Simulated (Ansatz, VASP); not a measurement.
# Two plane-wave programs on GaSb

```
Ga Sb
1.0
     0.00000    3.05900    3.05900
     3.05900    0.00000    3.05900
     3.05900    3.05900    0.00000
Ga Sb
1 1
Cartesian
  0.0000 0.0000 0.0000
  1.5295 1.5295 1.5295
```

Alike in both runs: task relaxation of cell and atoms; functional r2SCAN; dispersion D4; k mesh 6 × 6 × 6; no spin polarisation.

```csv
,VASP,Ansatz
version,VASP 6.6.1,Ansatz 0.2.0
potentials or method,"VASP PAW PBE potentials, release 64 (Ga_d, Sb)","plane waves, PAW"
plane-wave cutoff (eV),600,500
occupations,"gaussian, width 0.01 eV",fixed
valence electrons in the cell,18,28
```

Ansatz gave:

- relaxed volume (Å³/atom): 28.44
- relaxed cell length with the largest relative difference (Å): 4.317

Task: What did VASP give for the same quantities?

Result: Relaxed volume (Å³/atom): 28.47; relaxed cell length with the largest relative difference (Å): 4.319.

The two sets of potentials don't hold the same shells in valence.

Caveats: the PAW data sets were made with another functional, which shifts forces and pressure a little (VASP). A k mesh can miss the band edges.
